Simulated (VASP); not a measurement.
# Cd (Pm-3m) in VASP: further runs

Aim: see how the results for Cd move with the level of theory and the settings. Levels: PBE, LDA, PBEsol+D3(BJ). Tasks: relaxation of cell and atoms, single point.

Everything below comes from runs of VASP 6.6.1. Logs are shortened: lines on timing, memory, paths and dates and some standing lists are left out, and cuts for length are marked.

### 1 The crystal as given

The structure is cubic, space group Pm-3m (No. 221). Conventional cell: a = 2.997 Å, b = 2.997 Å, c = 2.997 Å, α = 90.00°, β = 90.00°, γ = 90.00°. Cd (site symmetry m-3m) is surrounded by 6 Cd at 3.00 Å.

The cell was built by a generator and needn't be a form met in nature.

### 2 Relaxation of cell and atoms, PBE

File INCAR:

```
SYSTEM = Cd
ALGO     = Normal         ! electronic algorithm
EDIFF    = 1E-6           ! SCF threshold, eV
EDIFFG   = -0.02          ! ionic threshold
ENCUT    = 600            ! plane-wave cutoff, eV
GGA      = PE             ! functional
IBRION   = 2              ! ionic algorithm
ISIF     = 3              ! what is computed and relaxed
ISMEAR   = 1              ! smearing method
LASPH    = .TRUE.         ! aspherical terms in the spheres
LCHARG   = .FALSE.        ! write CHGCAR
LREAL    = .FALSE.        ! projectors in reciprocal space
LWAVE    = .FALSE.        ! write WAVECAR
NELM     = 80             ! most SCF steps
NSW      = 40             ! ionic steps
PREC     = Accurate       ! precision mode
SIGMA    = 0.2            ! smearing width, eV
```

File KPOINTS:

```
k-points
0
G
  9 9 9
  0 0 0
```

File POSCAR:

```
Cd
1.0
    2.9968200000      0.0000000000      0.0000000000
    0.0000000000      2.9968200000      0.0000000000
    0.0000000000      0.0000000000      2.9968200000
Cd
1
Direct
    0.0000000000      0.0000000000      0.0000000000
```

Potentials or basis: VASP PAW PBE potentials, release 64 (Cd).

The run is started by

```bash
cat potpaw_PBE.64/Cd/POTCAR > POTCAR
mpirun -np 1 vasp_std > vasp.out
```

OUTCAR:

```text
SYSTEM = Cd
   EDIFF = 1E-6
   EDIFFG = -0.02
   ENCUT = 600
   GGA = PE
   IBRION = 2
   ISIF = 3
   ISMEAR = 1
   LASPH = .TRUE.
   LREAL = .FALSE.
   NELM = 80
   NSW = 40
   PREC = Accurate

 ion  position               nearest neighbor table
   1  0.000  0.000  0.000-

  LATTYP: Found a simple cubic cell.
 ALAT       =     2.9968200000

  Lattice vectors:

 A1 = (   2.9968200000,   0.0000000000,   0.0000000000)
 A2 = (   0.0000000000,   2.9968200000,   0.0000000000)
 A3 = (   0.0000000000,   0.0000000000,   2.9968200000)

Analysis of symmetry for initial positions (statically):
=====================================================================
 Subroutine PRICEL returns:
 Original cell was already a primitive cell.

 Routine SETGRP: Setting up the symmetry group for a
 simple cubic supercell.

 Subroutine GETGRP returns: Found 48 space group operations
 (whereof 48 operations were pure point group operations)
 out of a pool of 48 trial point group operations.

The static configuration has the point symmetry O_h .

Analysis of symmetry for dynamics (positions and initial velocities):
=====================================================================
 Subroutine PRICEL returns:
 Original cell was already a primitive cell.

 Routine SETGRP: Setting up the symmetry group for a
 simple cubic supercell.

 Subroutine GETGRP returns: Found 48 space group operations
 (whereof 48 operations were pure point group operations)
 out of a pool of 48 trial point group operations.

The dynamic configuration has the point symmetry O_h .

 Subroutine INISYM returns: Found 48 space group operations
 (whereof 48 operations are pure point group operations),
 and found     1 'primitive' translations

----------------------------------------------------------------------------------------

                                     Primitive cell

  volume of cell :      26.9142

  direct lattice vectors                    reciprocal lattice vectors
     2.996820000  0.000000000  0.000000000     0.333687042  0.000000000  0.000000000
     0.000000000  2.996820000  0.000000000     0.000000000  0.333687042  0.000000000
     0.000000000  0.000000000  2.996820000     0.000000000  0.000000000  0.333687042

  length of vectors
     2.996820000  2.996820000  2.996820000     0.333687042  0.333687042  0.333687042

  position of ions in fractional coordinates (direct lattice)
     0.000000000  0.000000000  0.000000000

  ion indices of the primitive-cell ions
   primitive index   ion index
                 1           1

----------------------------------------------------------------------------------------

 KPOINTS: k-points

Automatic generation of k-mesh.
 Grid dimensions read from file:
 generate k-points for:    9    9    9

 Generating k-lattice:

  Cartesian coordinates                     Fractional coordinates (reciprocal lattice)
     0.037076338  0.000000000  0.000000000     0.111111111  0.000000000  0.000000000
     0.000000000  0.037076338  0.000000000     0.000000000  0.111111111  0.000000000
     0.000000000  0.000000000  0.037076338     0.000000000  0.000000000  0.111111111

  Length of vectors
     0.037076338  0.037076338  0.037076338

  Shift w.r.t. Gamma in fractional coordinates (k-lattice)
     0.000000000  0.000000000  0.000000000

 Subroutine IBZKPT returns following result:
 ===========================================

 Found     35 irreducible k-points:

 Following reciprocal coordinates:
            Coordinates               Weight
  0.000000  0.000000  0.000000      1.000000
  0.111111  0.000000  0.000000      6.000000
  0.222222  0.000000  0.000000      6.000000
  0.333333  0.000000  0.000000      6.000000
  0.444444  0.000000  0.000000      6.000000
  0.111111  0.111111  0.000000     12.000000
[... 16 lines left out ...]
  0.333333  0.333333  0.111111     24.000000
  0.444444  0.333333  0.111111     48.000000
 [... further k-points ...]
   k-points           NKPTS =     35   k-points in BZ     NKDIM =     35   number of bands    NBANDS=     10
   number of dos      NEDOS =    301   number of ions     NIONS =      1
   total plane-waves  NPLWV =  13824
   dimension x,y,z NGX =    24 NGY =   24 NGZ =   24
   dimension x,y,z NGXF=    48 NGYF=   48 NGZF=   48
   ions per type =               1
   NGX,Y,Z   is equivalent  to a cutoff of  13.31, 13.31, 13.31 a.u.
   NGXF,Y,Z  is equivalent  to a cutoff of  26.63, 26.63, 26.63 a.u.
 SYSTEM =  Cd
   PREC   = accura    normal or accurate (medium, high low for compatibility)
   ISTART =      0    job   : 0-new  1-cont  2-samecut
   ICHARG =      2    charge: 1-file 2-atom 10-const
   ISPIN  =      1    spin polarized calculation?
   LNONCOLLINEAR =      F non collinear calculations
   LSORBIT =      F    spin-orbit coupling
   LASPH  =      T    aspherical Exc in radial PAW
   ENCUT  =  600.0 eV  44.10 Ry    6.64 a.u.   5.99  5.99  5.99*2*pi/ulx,y,z
   NELM   =     80;   NELMIN=  2; NELMDL= -5     # of ELM steps
   EDIFF  = 0.1E-05   stopping-criterion for ELM
   LREAL  =      F    real-space projection
   EDIFFG = -.2E-01   stopping-criterion for IOM
   NSW    =     40    number of steps for IOM
   IBRION =      2    ionic relax: 0-MD 1-quasi-New 2-CG
   NFREE  =      1    steps in history (QN), initial steepest desc. (CG)
   ISIF   =      3    stress and relaxation
   ISYM   =      2    0-nonsym 1-usesym 2-fastsym
   POTIM  = 0.5000    time-step for ionic-motion
   TEBEG  =    0.0;   TEEND  =   0.0 temperature during run
   PSTRESS=    0.0 pullay stress
   NELECT =      12.0000    total number of electrons
   NUPDOWN=      -1.0000    fix difference up-down
   EMIN   =  10.00;   EMAX   =-10.00  energy-range for DOS
   EFERMI =   0.00;   METHOD = LEGACY
   ISMEAR =     1;   SIGMA  =   0.20  broadening in eV -4-tet -1-fermi 0-gaus
   EFERMI_NEDOS =   21; number of points for ismear=-14 and -15
   IALGO  =     38    algorithm
   IMIX   =      4    mixing-type and parameters
     AMIX     =   0.40;   BMIX     =  1.00
     AMIX_MAG =   1.60;   BMIX_MAG =  1.00
  volume/ion in A,a.u.               =      26.91       181.63
  Fermi-wavevector in a.u.,A,eV,Ry     =   1.250666  2.363416 21.281754  1.564165
  Thomas-Fermi vector in A             =   2.384649
   LORBIT       =      0    0 simple, 1 ext, 2 COOP (PROOUT), +10 PAW based schemes
   GGA     = PE    functional components
   LHFCALC =     F    Hartree Fock is set to
   AEXX    =    0.0000 exact exchange contribution
   IVDW    =     0    specifies the selected vdW correction
   LEPSILON=     F    determine dielectric tensor
   LRPA    =     F    only Hartree local field effects (RPA)
 conjugate gradient relaxation of ions
 non-spin polarized calculation
 Methfessel and Paxton  Order N= 1 SIGMA  =   0.20
  energy-cutoff  :      600.00
  volume of cell :       26.91
 maximum number of plane-waves:       922
 NGX is ok and might be reduce to    24
   NGX = 11   NGY = 11   NGZ = 11

 number of electron      12.0000011 magnetization

 Free energy of the ion-electron system (eV)
  ---------------------------------------------------
  ext. energy  EPLUGINS =         0.00000000
  ---------------------------------------------------
  free energy    TOTEN  =        -0.61157562 eV

  energy without entropy =       -0.60833243  energy(sigma->0) =       -0.61049456

 E-fermi :   1.4062     XC(G=0):  -9.8362

 val. band max:        1.2460763728   @ k =   0.4444   0.4444   0.0000
 cond. band min:       1.4254873792   @ k =   0.4444   0.2222   0.1111
 fundamental gap:      0.1794110065
 Fermi energy:         1.4061565399

 k-point     1 :       0.0000    0.0000    0.0000
  band No.  band energies     occupation
      1      -8.0317      2.00000
      2      -8.0317      2.00000
      3      -6.7332      2.00000
      4      -6.7332      2.00000
      5      -6.7332      2.00000
      6      -5.9812      2.00000
      7      11.1517      0.00000
      8      11.1517      0.00000
      9      11.1517      0.00000
     10      14.6050      0.00000

 k-point     2 :       0.1111    0.0000    0.0000
  band No.  band energies     occupation
      1      -8.0191      2.00000
      2      -7.9419      2.00000
      3      -6.7799      2.00000
      4      -6.7799      2.00000
      5      -6.7293      2.00000
      6      -5.7534      2.00000
      7       8.9126      0.00000
      8      11.4318      0.00000
      9      11.4318      0.00000
     10      14.6938      0.00000

 k-point     3 :       0.2222    0.0000    0.0000
  band No.  band energies     occupation
      1      -7.9871      2.00000
      2      -7.7363      2.00000
      3      -6.8957      2.00000
      4      -6.8957      2.00000
      5      -6.7193      2.00000
      6      -5.0342      2.00000
      7       5.7773      0.00000
      8      12.2317      0.00000
      9      12.2317      0.00000
     10      14.9599      0.00000

 k-point     4 :       0.3333    0.0000    0.0000
  band No.  band energies     occupation
      1      -7.9503      2.00000
      2      -7.5335      2.00000
      3      -7.0237      2.00000
      4      -7.0237      2.00000
      5      -6.7079      2.00000
      6      -3.7840      2.00000
      7       2.8510     -0.00000
      8      13.4216      0.00000
      9      13.4216      0.00000
     10      15.3843      0.00000

 k-point     5 :       0.4444    0.0000    0.0000
  band No.  band energies     occupation
      1      -7.9262      2.00000
      2      -7.4138      2.00000
      3      -7.1052      2.00000
      4      -7.1052      2.00000
      5      -6.7004      2.00000
      6      -2.0490      2.00000
      7       0.2777      2.00000
      8      14.6277      0.00000
      9      14.6277      0.00000
     10      15.8234      0.00000

 k-point     6 :       0.1111    0.1111    0.0000
  band No.  band energies     occupation
      1      -7.9702      2.00000
      2      -7.8829      2.00000
      3      -6.8376      2.00000
      4      -6.7795      2.00000
      5      -6.7715      2.00000
      6      -5.5218      2.00000
      7       9.0232      0.00000
      8       9.2892      0.00000
      9      11.7123      0.00000
     10      15.0018      0.00000
[... 183 lines left out ...]
 k-point    21 :       0.3333    0.2222    0.1111
  band No.  band energies     occupation
      1      -7.6615      2.00000
      2      -7.3058      2.00000
      3      -7.2004      2.00000
      4      -7.0762      2.00000
      5      -6.9154      2.00000
      6      -2.6892      2.00000
      7       3.9289     -0.00000
      8       8.0931      0.00000
      9      11.8699      0.00000
     10      14.0989      0.00000

 k-point    22 :       0.4444    0.2222    0.1111
  band No.  band energies     occupation
      1      -7.6301      2.00000
      2      -7.4102      2.00000
      3      -7.1639      2.00000
      4      -7.0436      2.00000
      5      -6.8944      2.00000
      6      -1.0487      2.00000
      7       1.4255      0.83725
      8       9.4146      0.00000
      9      11.8793      0.00000
     10      13.3994      0.00000

 k-point    23 :       0.3333    0.3333    0.1111
  band No.  band energies     occupation
      1      -7.5776      2.00000
      2      -7.5038      2.00000
      3      -7.0650      2.00000
      4      -7.0565      2.00000
      5      -6.8808      2.00000
      6      -1.5657      2.00000
      7       4.3476     -0.00000
      8       5.8380      0.00000
      9      11.3999      0.00000
     10      13.1248      0.00000

 k-point    24 :       0.4444    0.3333    0.1111
  band No.  band energies     occupation
      1      -7.6307      2.00000
      2      -7.5317      2.00000
      3      -7.1411      2.00000
      4      -7.0451      2.00000
      5      -6.6822      2.00000
      6      -0.0133      2.00000
      7       2.4113     -0.00000
      8       6.5312      0.00000
      9       9.4762      0.00000
     10      14.4839      0.00000

 [... further k-points ...]

------------------------ aborting loop because EDIFF is reached ----------------------------------------

  FORCE on cell =-STRESS in cart. coord.  units (eV):
  Direction    XX          YY          ZZ          XY          YZ          ZX
  --------------------------------------------------------------------------------------
  -------------------------------------------------------------------------------------
  Total       -0.0142998     -0.0142998     -0.0142998      0.0000000      0.0000000     -0.0000000
  in kB       -0.8512511     -0.8512511     -0.8512511      0.0000000      0.0000000     -0.0000000
  external PRESSURE =      -0.8512511 kB  Pullay stress =       0.0000000 kB

 VOLUME and BASIS-vectors are now :
 -----------------------------------------------------------------------------
  energy-cutoff  :      600.00
  volume of cell :       26.91
      direct lattice vectors                 reciprocal lattice vectors
     2.996820000  0.000000000  0.000000000     0.333687042  0.000000000  0.000000000
     0.000000000  2.996820000  0.000000000     0.000000000  0.333687042  0.000000000
     0.000000000  0.000000000  2.996820000     0.000000000  0.000000000  0.333687042

 POSITION                                       TOTAL-FORCE (eV/Angst)
 -----------------------------------------------------------------------------------
      0.00000      0.00000      0.00000         0.000000      0.000000      0.000000
 -----------------------------------------------------------------------------------
    total drift:                                0.000000     -0.000000      0.000000

  FREE ENERGIE OF THE ION-ELECTRON SYSTEM (eV)
  ---------------------------------------------------
  free  energy   TOTEN  =        -0.6115756182 eV

  energy  without entropy=       -0.6083324302  energy(sigma->0) =       -0.61049456

 reached required accuracy - stopping structural energy minimisation
```

Run time: 4.8 s. Hardware: 1 thread of Intel Xeon Platinum 8488C (Sapphire Rapids), shared host; peak memory 0.13 GiB.

Results:

```yaml
Free_energy: -0.6116 eV
Pressure_after_relaxing: -0.1 GPa
Band_gap_on_the_k_mesh: none (metal or under the smearing width)
```

Final structure:
```
Cd
1.0
     2.99682    0.00000    0.00000
     0.00000    2.99682    0.00000
     0.00000    0.00000    2.99682
Cd
1
Direct
  0.00000 0.00000 0.00000
```

Caveat: the relaxation stopped at its first step, so nothing moved.

(Part 1 of 2 ends here.)
